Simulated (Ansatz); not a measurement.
Co:

```
Co
1.0
     2.47200    0.00000    0.00000
    -1.23600    2.14081    0.00000
     0.00000    0.00000    4.02114
Co
2
Direct
  0.66667 0.33333 0.75000
  0.33333 0.66667 0.25000
```

| Property | Result |
| --- | --- |
| Program | Ansatz 0.2.0 |
| Task | relaxation of cell and atoms |
| Functional | PBE |
| Potentials or basis | Ansatz PAW |
| Cutoff | 420 eV (not typed: the program's choice for these potentials) |
| k mesh | 12 × 12 × 7 |
| Occupations | fermi-dirac, width 0.05 eV |
| Spin | collinear spin, ferromagnetic start |
| Starting moments | [2.0, 2.0] μB |

At the start: volume 10.64 Å³/atom.

Problem. Where does the relaxation end?

Solution. It ends after 7 steps and the volume is 10.87 Å³/atom (+2.2 %); space group P6_3/mmc (No. 194, to 0.05 Å); moment 3.25 μB per cell.

Step by step:
```
step  energy change (eV)  largest force (eV/Å)  volume (Å³)
   1              0.0000                0.0000        21.28
   2             -0.0056                0.0000        21.51
   3             -0.0072                0.0000        21.74
   4             -0.0072                0.0000        21.74
   5             -0.0078                0.0000        21.74
   6             -0.0078                0.0000        21.75
   7             -0.0078                0.0000        21.75
```

Final structure:
```cif
data_structure
_symmetry_space_group_name_H-M 'P 1'
_symmetry_Int_Tables_number 1
_cell_length_a 2.4971
_cell_length_b 2.4971
_cell_length_c 4.0270
_cell_angle_alpha 90.000
_cell_angle_beta 90.000
_cell_angle_gamma 120.000
_cell_volume 21.75
loop_
_atom_site_label
_atom_site_type_symbol
_atom_site_fract_x
_atom_site_fract_y
_atom_site_fract_z
_atom_site_occupancy
Co1 Co 0.66667 0.33333 0.75000 1
Co2 Co 0.33333 0.66667 0.25000 1
```

Caveat: the plane-wave basis is chosen anew once the cell has moved, so the energies of steps on either side of that aren't comparable.
